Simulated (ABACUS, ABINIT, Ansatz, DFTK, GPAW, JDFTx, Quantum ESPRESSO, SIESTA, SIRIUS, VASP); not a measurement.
# Na: programs and potentials compared

```
Na
1.0
    -2.14100    2.14100    2.14100
     2.14100   -2.14100    2.14100
     2.14100    2.14100   -2.14100
Na
1
Direct
  0.00000 0.00000 0.00000
```

Alike in all runs: task single point; functional PBE; k mesh 9 × 9 × 9; occupations fermi-dirac, width 0.05 eV; no spin polarisation; no spin-orbit coupling. Pressure is positive in compression and, in plane waves, holds the error of the finite cutoff, which Ansatz's Pulay term estimates and takes out.

```
                                                                                   program and potentials  plane-wave cutoff (eV)                                                 notes  pressure (GPa)
                                                               GPAW, GPAW PAW data sets (gpaw-data 1.2.1)                     800                7 valence electrons an atom on average           -0.41
                                                                    JDFTx, PseudoDojo-SR-PBE-0.5-standard                    1197                9 valence electrons an atom on average           -0.42
                                                             DFTK, PseudoDojo SR PBE 0.4.1 standard (PBE)                    1197                9 valence electrons an atom on average           -0.42
SIESTA, files PseudoDojo sr-pbe-0.4.1-standard, DZP (energy shift 0.003 Ry; two zetas on semicore shells)                       -  atomic basis; 9 valence electrons an atom on average           -0.32
                                                                                 ABINIT, JTH PAW PBE v2.0                    1088                9 valence electrons an atom on average           -0.37
                                                 ABACUS, PseudoDojo NC SR 0.4.1 PBE standard, plane waves                    1211                9 valence electrons an atom on average           -0.43
                                                                    Ansatz, Ansatz PAW (earlier soft set)                     420                9 valence electrons an atom on average           -0.43
                                              SIRIUS, PseudoDojo 0.4.1 PBE standard (scalar relativistic)                    1202                9 valence electrons an atom on average           -0.42
                                                                Quantum ESPRESSO, SSSP 1.3 efficiency PBE                     748                9 valence electrons an atom on average           -0.41
                                                                        VASP, PBE PAW files Na_pv, 520 eV                     520                7 valence electrons an atom on average           -0.44
                                                           Ansatz, all-electron LAPW, scalar-relativistic                       -                                                     -           -0.42
```

The pressure spans -0.44 (VASP, PBE PAW files Na_pv, 520 eV) to -0.32 GPa (SIESTA, files PseudoDojo sr-pbe-0.4.1-standard, DZP (energy shift 0.003 Ry; two zetas on semicore shells)), with all-electron results at -0.42. Rows in atomic bases carry the error of their basis and grid, which can be large.

The functional is the same throughout but for its coding, so the spread measures potentials, basis and numerics; runs on potential files found faulty are left out.
